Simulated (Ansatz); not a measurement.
# MnO2 (P6_3/mmc) in Ansatz: relaxation of cell and atoms with PBEsol

Aim: the relaxation of cell and atoms of MnO2 with PBEsol.

Everything below comes from runs of Ansatz 0.2.0. Logs are shortened: lines on timing, memory, paths and dates and some standing lists are left out, and cuts for length are marked.

## Step 1: The structure

It takes space group P6_3/mmc (No. 194, hexagonal). Conventional cell: a = 2.855 Å, b = 2.855 Å, c = 10.222 Å, α = 90.00°, β = 90.00°, γ = 120.00°. Mn (site symmetry -3m) has 6 O at 1.90 Å as nearest neighbours. Around O (site symmetry 3m) lie 3 Mn at 1.90 Å.

Measurements of this composition are mostly on another form, of space group No. 136.

## Step 2: Relaxation of cell and atoms, PBEsol, collinear spin, ferromagnetic start

Contents of input.yaml:

```yaml
crystal:
  lattice:
    - [2.8549554371, 0.0, 0.0]
    - [-1.4274777185, 2.4724639352, 0.0]
    - [0.0, 0.0, 10.2217427273]
  atoms:
    - { symbol: Mn, position: [0.0, 0.0, 0.5], spin: 4.0 }
    - { symbol: Mn, position: [0.0, 0.0, 0.0], spin: 4.0 }
    - { symbol: O, position: [0.6666666667, 0.3333333333, 0.40685645] }
    - { symbol: O, position: [0.6666666667, 0.3333333333, 0.09314355] }
    - { symbol: O, position: [0.3333333333, 0.6666666667, 0.59314355] }
    - { symbol: O, position: [0.3333333333, 0.6666666667, 0.90685645] }
hamiltonian:
  xc: pbesol
  pseudopotentials: { kind: paw }
magnetization:
  spin_polarized: true
kpoints:
  mp_grid: { grid: [11, 11, 3] }
scf:
  occupations: { method: fermi_dirac, width: 0.05 }
output:
  forces: true
  stress: true
  eigenvalues: true
  write_density: true
  write_potential: true
  elf: true
  volumetric_format: npy
relax:
  f_tol: 0.01
  max_steps: 40
  cell: { stress_tol: 0.05 }
```

Potentials or basis: Ansatz PAW.

Started as:

```sh
ansatz run input.yaml --threads 2 --pin off --max-ram 5632MiB --backend cpu --events-out ev --progress --plain --runs-dir out
```

Log:

```text
Warning: RAYON_NUM_THREADS=2 ignored (pool sized by the plan → 2); use --threads N
Engine: ansatz 0.2.0, aarch64-unknown-linux-gnu
Pseudopotentials: kind: paw
Pseudopotential: Mn, paw, valence charge 15, recommended cutoff 420 eV (normal), Mn.paw.azcp
Pseudopotential: O, paw, valence charge 6, recommended cutoff 420 eV (normal), O.paw.azcp
Functional definition: PBEsol
  exchange = pbesol_x
  correlation = pbesol_c
Crystal: 6 atoms, lattice volume = 72.153 Å³
Basis set: ecut = 420 eV, 1427 PW (Γ), exchange–correlation on 40×40×144 points (8 copies of the dense FFT grid, shifted against one another)
Bands: 38, of which v1, the nominal top of the filled ones, is band 27 counted from 1 (26 counted from 0)
Symmetry: 24 space group operations
Space group: P63/mmc (ITA 194), of the structure as read, at distance tolerance 4.2e-5 Å
Magnetic group: BNS 194.263 (UNI 1493), of the structure as read, at distance tolerance 4.2e-5 Å
k-points: 32 of 363
Non-local potential: Mn, projectors of the file, l = 0: 3, l = 1: 2, l = 2: 3, l = 3: 1
Non-local potential: O, projectors of the file, l = 0: 2, l = 1: 2, l = 2: 1
PAW form: soft (Blöchl's): semilocal exchange-correlation on the pseudo side does not see the compensation charge
PAW frozen core: Mn, regenerated for the run's functional, and the local potential with it (the file was generated under x = pbe(κ = 0.804, μ = 0.2195149727645171), c = pbe(β = 0.06672455060314922))
PAW frozen core: O, regenerated for the run's functional, and the local potential with it (the file was generated under x = pbe(κ = 0.804, μ = 0.2195149727645171), c = pbe(β = 0.06672455060314922))
PAW one-centre angular grid: Mn, 590 points (default); XC on 64 Gauss nodes
PAW one-centre angular grid: O, 110 points (default); XC on 64 Gauss nodes
Initial density: superposition of atomic densities (chi_scale 0.1, normalization cell, long waves kept (reshape's long-wave potential 0.21 eV rms))
Starting moments: Σ|m| = 8 μB on 2 of 6 sites
Initial wavefunctions: pseudopotential atomic-orbital guess
Functional: x = pbesol(κ = 0.804, μ = 0.12345679012345678), c = pbesol(β = 0.046)
SCF iter   1: F=—  HF=-9979.449959 eV  |F-HF|=—  |Δ(HF+E_count)|=         —  Δρ=5.82e-2 (↑5.11e-2 ↓5.82e-2)  dr2=6.87e0  dr2_m=6.38e-1  M=6.000 μB ∫|m|=7.009 μB  β_m=0.30  ethr=3.10e-3  ⟨swp⟩=6.8  Hψ=10214  notcnv=0
Mixer restart at iter 1: flushing history
preconditioner: auto → none  [insulator: Δε(μ)=1.312 eV  Ē_g=12.491 eV  σ=0.050 eV  W_gap=1.00  n_scr=14 (ndim 8)  ℏωp=26.9 eV  f_vac=0.193  D(μ)=0.00/eV (n_scr^D=0)  ε∞_Penn≈5.7]
SCF iter   2: F=—  HF=-9980.459608 eV  |F-HF|=—  |Δ(HF+E_count)|=    1.01e0  Δρ=4.88e-2 (↑4.88e-2 ↓2.66e-2)  dr2=9.65e-1  dr2_m=6.39e-1  M=6.000 μB ∫|m|=6.676 μB  β_m=0.30  ethr=3.10e-3  ⟨swp⟩=3.0  Hψ=5513  notcnv=0  defer=180
SCF iter   3: F=—  HF=-9980.044823 eV  |F-HF|=—  |Δ(HF+E_count)|=   4.15e-1  Δρ=2.60e-2 (↑2.60e-2 ↓2.48e-2)  dr2=3.00e-1  dr2_m=3.09e-1  M=6.000 μB ∫|m|=6.619 μB  β_m=0.45  ethr=1.79e-3  ⟨swp⟩=2.8  Hψ=4078  notcnv=0  defer=179
SCF iter   4: F=—  HF=-9980.502643 eV  |F-HF|=—  |Δ(HF+E_count)|=   4.58e-1  Δρ=1.45e-2 (↑1.45e-2 ↓1.36e-2)  dr2=9.42e-2  dr2_m=1.09e-1  M=6.000 μB ∫|m|=6.386 μB  β_m=0.50  ethr=5.56e-4  ⟨swp⟩=2.5  Hψ=4160  notcnv=0  defer=179
SCF iter   5: F=—  HF=-9980.683082 eV  |F-HF|=—  |Δ(HF+E_count)|=         —  Δρ=9.03e-3 (↑9.03e-3 ↓7.94e-3)  dr2=2.01e-3  dr2_m=4.71e-2  M=6.000 μB ∫|m|=6.130 μB  β_m=0.50  ethr=1.75e-4  ⟨swp⟩=3.1  Hψ=4821  notcnv=0  defer=206
SCF iter   6: F=—  HF=-9980.688687 eV  |F-HF|=—  |Δ(HF+E_count)|=   5.61e-3  Δρ=4.36e-3 (↑4.36e-3 ↓3.01e-3)  dr2=1.61e-3  dr2_m=8.68e-3  M=6.000 μB ∫|m|=6.092 μB  β_m=0.68  ethr=3.72e-6  ⟨swp⟩=2.5  Hψ=5044  notcnv=0  defer=215
SCF iter   7: F=—  HF=-9980.690008 eV  |F-HF|=—  |Δ(HF+E_count)|=   1.32e-3  Δρ=1.33e-3 (↑1.33e-3 ↓1.23e-3)  dr2=1.94e-5  dr2_m=1.08e-3  M=6.000 μB ∫|m|=6.078 μB  β_m=0.77  ethr=2.99e-6  ⟨swp⟩=2.0  Hψ=4196  notcnv=0  defer=215
SCF iter   8: F=—  HF=-9980.690222 eV  |F-HF|=—  |Δ(HF+E_count)|=   2.14e-4  Δρ=3.28e-4 (↑3.28e-4 ↓1.83e-4)  dr2=3.44e-5  dr2_m=3.54e-5  M=6.000 μB ∫|m|=6.073 μB  β_m=0.74  ethr=3.60e-8  ⟨swp⟩=3.0  Hψ=4919  notcnv=0  defer=215
SCF iter   9: F=—  HF=-9980.690195 eV  |F-HF|=—  |Δ(HF+E_count)|=   2.66e-5  Δρ=7.99e-5 (↑3.85e-5 ↓7.99e-5)  dr2=3.32e-6  dr2_m=1.97e-6  M=6.000 μB ∫|m|=6.072 μB  β_m=0.82  ethr=3.60e-8  ⟨swp⟩=2.0  Hψ=4086  notcnv=0  defer=215
SCF iter  10: F=—  HF=-9980.690197 eV  |F-HF|=—  |Δ(HF+E_count)|=   1.51e-6  Δρ=1.24e-5 (↑9.19e-6 ↓1.24e-5)  dr2=1.52e-8  dr2_m=7.53e-8  M=6.000 μB ∫|m|=6.073 μB  β_m=0.87  ethr=6.15e-9  ⟨swp⟩=2.1  Hψ=3450  notcnv=0  defer=215
SCF iter  11: F=-9980.690197 eV  HF=-9980.690197 eV  |F-HF|=2.74e-9  |Δ(HF+E_count)|=   1.38e-8  Δρ=2.49e-6 (↑2.49e-6 ↓8.42e-7)  dr2=3.72e-9  dr2_m=1.51e-9  M=6.000 μB ∫|m|=6.073 μB  ethr=2.81e-11  ⟨swp⟩=13.4  Hψ=16864  notcnv=0
SCF 1 converged in 11 iterations: F = -9980.690197 eV  dr2 = 3.72e-9
relax step   1: F+E_penalty+E_count = -9980.69019663 eV  Δ(F+E_penalty+E_count) = +0.000e0 eV  max|allowed force component| = 1.901e-1 eV/Å  Δτ_max = 0.0000 Å  P = -2.287 GPa  Ω = 72.153 Å³  (11 SCF iters, dr2 threshold 1.00e-7 eV, accepted)
[... 323 lines left out ...]
SCF converged after 7 iterations
Magnetization: 6.0000 μB (30.0000 up, 24.0000 down)
Absolute magnetization: 6.0649 μB (∫|ρ↑−ρ↓|, with the PAW one-centre terms)
Spin contamination: 0.0689 ħ² per cell (⟨S²⟩ above its minimum at these occupations)
Per-site moments (μB) at R_I (Å): [(2.472662093830517, 0.7816679303403623), (2.472662093830516, 0.7816679303403619), (0.05624237284348555, 0.7816679303403623), (0.05624237284348561, 0.7816679303403619), (0.05624237284348523, 0.7816679303403623), (0.05624237284348565, 0.7816679303403627)]
Free energy (F): -9980.707562 eV
Harris-Foulkes:  -9980.707562 eV  (|F-HF|=1.09e-11)
Internal energy: -9980.707546 eV  (E = F + TS)
E sigma→0 (E₀):  -9980.707554 eV
Entropy (-TS):   -0.000017 eV (-0.003 meV/atom)
Fermi energy:    5.728173 eV
--- Per-component energies (eV) ---
  E_band       = -862.610960
  E_kinetic    = 1297.639680
  E_local      = -9454.811803  (includes V_loc(G=0)·N_el)
  E_nonlocal   = 670.811163
  E_hartree    = 4001.573607
  E_xc         = -515.933945
  E_vxc        = -662.452050  (∫ρ·V_xc dr)
  E_paw        = -3138.652815  (= ΣΔE_a)
  E_vpaw       = -716.954542  (= ΣTr[D̂ρ^β])
  E_aug_tail   = 0.009495  (compensation charges beyond the density's cutoff)
  E_ewald      = -2841.823380
  E_core_change = 0.480452  (= ΣΔE_core)
  E_smearing   = -0.000017  (= −TS)
  E_closure    = 0.000000  (closes the sum)
  Σ components = -9980.707562   (vs F -9980.707562, Δ=0.00e0)
--- Forces (eV/Å), atoms counted from 1 ---
  atom   1  Mn     0.00000000    -0.00000000     0.00000000
  atom   2  Mn     0.00000000     0.00000000     0.00000000
  atom   3  O      0.00000000     0.00000000     0.00009302
  atom   4  O      0.00000000     0.00000000    -0.00009302
  atom   5  O     -0.00000000    -0.00000000    -0.00009302
  atom   6  O     -0.00000000    -0.00000000     0.00009302
  max |Σ_I F_I| component: 7.40e-17 eV/Å
--- Stress (GPa, compression-positive) ---
        0.001833       0.000000       0.000000
        0.000000       0.001833       0.000000
        0.000000       0.000000       0.041819
  P = ⅓ Tr σ = 0.0152 GPa (0.152 kbar)
--- Band table (eV; the first three rows and the last of 64) ---
  k-point 0 ↑: bands = ["-75.9574", "-75.9574", "-44.7329", "-44.7329", "-44.7313", "-44.7313", "-44.7313", "-44.7313", "-14.3044", "-14.2927", "-12.0737", "-12.0511", "-0.8422", "-0.7072", "-0.7072", "-0.7059", "-0.7059", "-0.6899", "2.9933", "2.9933", "2.9936", "2.9936", "3.2205", "3.6094", "3.8613", "3.8613", "3.8670", "3.8670", "5.1328", "5.2595", "8.3050", "8.3050", "8.3111", "8.3111", "11.9420", "13.3872", "13.9996", "15.4138"]
  k-point 1 ↑: bands = ["-75.9574", "-75.9574", "-44.7329", "-44.7329", "-44.7313", "-44.7313", "-44.7313", "-44.7313", "-14.3015", "-14.2956", "-12.0680", "-12.0567", "-0.8055", "-0.7294", "-0.7069", "-0.7069", "-0.7062", "-0.7062", "2.9934", "2.9934", "2.9935", "2.9935", "3.3138", "3.5072", "3.8625", "3.8625", "3.8657", "3.8657", "5.1704", "5.2330", "8.3066", "8.3066", "8.3097", "8.3097", "12.1658", "12.7699", "14.6356", "15.2260"]
  k-point 2 ↑: bands = ["-75.9557", "-75.9557", "-44.7457", "-44.7457", "-44.7345", "-44.7345", "-44.7305", "-44.7305", "-14.1936", "-14.1820", "-12.1008", "-12.0795", "-0.7812", "-0.7624", "-0.7129", "-0.6173", "-0.6159", "-0.5679", "2.5266", "2.5342", "2.6736", "2.6754", "3.4445", "3.7492", "3.8720", "3.9264", "4.1283", "4.1335", "5.1663", "5.2986", "8.0095", "8.0378", "8.2383", "8.2447", "12.2664", "13.5870", "14.3674", "15.8083"]
  k-point 31 ↓: bands = ["-72.7798", "-72.7798", "-41.8644", "-41.8644", "-41.8226", "-41.8226", "-41.5065", "-41.5065", "-12.3361", "-12.3320", "-12.3118", "-12.3077", "-0.2054", "-0.1918", "0.0003", "0.0113", "0.7678", "0.7804", "2.1759", "2.2102", "2.4513", "2.5007", "2.7731", "2.8128", "6.5159", "6.5224", "7.2419", "7.2558", "7.3886", "7.4053", "9.0298", "9.0311", "9.0498", "9.0535", "18.1552", "18.3526", "18.7477", "18.9285"]
--- Relaxed structure (17 steps of the walk, 16 accepted, 8 SCFs on fresh bases) ---
  F+E_penalty+E_count = -9980.70756243 eV   max|allowed force component| = 9.302e-5 eV/Å   (the final SCF, on the basis selected at the relaxed cell)
  cell:  # Å, volume = 77.8232 Å³
    - [2.8398596621594807, -2.8714748973802374e-11, 0.0]
    - [-1.4199298310548725, 2.4593906106271612, 0.0]
    - [0.0, 0.0, 11.142553858701236]
  atoms:
    - { symbol: Mn, position: [2.0306614258701465e-34, -1.2981558214590394e-34, 0.5] }
    - { symbol: Mn, position: [-7.520483120970626e-34, -9.606973777430536e-34, -1.7678038559737165e-20] }
    - { symbol: O, position: [0.6666666666666667, 0.3333333333333333, 0.41473760550262984] }
    - { symbol: O, position: [0.6666666666666667, 0.3333333333333333, 0.08526239449737005] }
    - { symbol: O, position: [0.3333333333333333, 0.6666666666666666, 0.5852623944973702] }
    - { symbol: O, position: [0.3333333333333333, 0.6666666666666666, 0.9147376055026297] }
```

Wall time 2.4 min (2 threads of Arm Neoverse V2, shared host); peak memory 0.47 GiB.

Results:

- Free energy: -9980.7076 eV
- Relaxed volume: 12.97 Å³/atom
- Relaxed cell: a = 2.840 Å, b = 2.840 Å, c = 11.143 Å, α = 90.00°, β = 90.00°, γ = 120.00°
- Space group after relaxing (to 0.05 Å): P6_3/mmc (No. 194)
- Energy gained by relaxing: 2.9 meV/atom
- Ionic steps: 24
- Pressure after relaxing: 0.0 GPa
- Band gap on the k mesh: 0.82 eV, indirect (least direct gap 0.86 eV)
- Net moment: 6.00 μB per cell
- Absolute moment: 6.06 μB per cell
- Site moments: Mn +2.47; O +0.06 μB

The path:
```
step  energy change (eV)  largest force (eV/Å)  volume (Å³)
   1              0.0000                0.1901        72.15
   2             -0.0057                0.0955        72.74
   3             -0.0065                0.0064        73.02
   4             -0.0069                0.0001        72.93
   5             -0.0123                0.0000        72.93
   6             -0.0095                0.0057        73.77
   7             -0.0069                0.0016        74.31
   8             -0.0148                0.0021        74.31
   9             -0.0117                0.0005        75.09
  10             -0.0101                0.0061        75.40
  11             -0.0159                0.0057        75.40
  12             -0.0132                0.0006        76.05
  13             -0.0122                0.0006        76.24
  14             -0.0167                0.0008        76.24
  15             -0.0148                0.0004        76.70
  16             -0.0169                0.0004        76.70
  17             -0.0156                0.0005        76.99
  18             -0.0149                0.0005        77.15
  19             -0.0171                0.0007        77.15
  20             -0.0155                0.0008        77.50
  21             -0.0173                0.0008        77.50
  22             -0.0168                0.0008        77.62
  23             -0.0159                0.0002        77.82
  24             -0.0174                0.0001        77.82
```

Final structure:
```cif
data_structure
_symmetry_space_group_name_H-M 'P 1'
_symmetry_Int_Tables_number 1
_cell_length_a 2.8399
_cell_length_b 2.8399
_cell_length_c 11.1426
_cell_angle_alpha 90.000
_cell_angle_beta 90.000
_cell_angle_gamma 120.000
_cell_volume 77.82
loop_
_atom_site_label
_atom_site_type_symbol
_atom_site_fract_x
_atom_site_fract_y
_atom_site_fract_z
_atom_site_occupancy
Mn1 Mn 0.00000 0.00000 0.50000 1
Mn2 Mn 0.00000 0.00000 0.00000 1
O1 O 0.66667 0.33333 0.41474 1
O2 O 0.66667 0.33333 0.08526 1
O3 O 0.33333 0.66667 0.58526 1
O4 O 0.33333 0.66667 0.91474 1
```

Caveat: odd divisions of the mesh miss points on the zone boundary, where band edges often lie, so the gap on the mesh can be too wide; the plane-wave basis is chosen anew once the cell has moved, so the energies of steps on either side of that aren't comparable; the pressure holds a Pulay correction of +0.7 GPa for the finite cutoff; only a ferromagnetic start was run, and an antiferromagnetic order may lie lower in energy; the PAW data sets come from PBE, with cores solved anew for the run's functional, which leaves a small shift of forces and pressure.

## Step 3: The reference run

An earlier run on the cell as given: functional PBEsol; potentials or basis Ansatz PAW; cutoff 420 eV (not typed: the program's choice for these potentials); k mesh 11 × 11 × 3; occupations fermi-dirac, width 0.05 eV; collinear spin, ferromagnetic start; starting moments [4.0, 4.0, 0.0, 0.0, 0.0, 0.0] μB.

- Pressure: -2.3 GPa
- Largest force: 0.190 eV/Å
- Band gap on the k mesh: 0.80 eV, indirect (least direct gap 0.84 eV)
- Net moment: 6.00 μB per cell
- Absolute moment: 6.08 μB per cell
- Site moments: Mn +2.49; O +0.05 μB
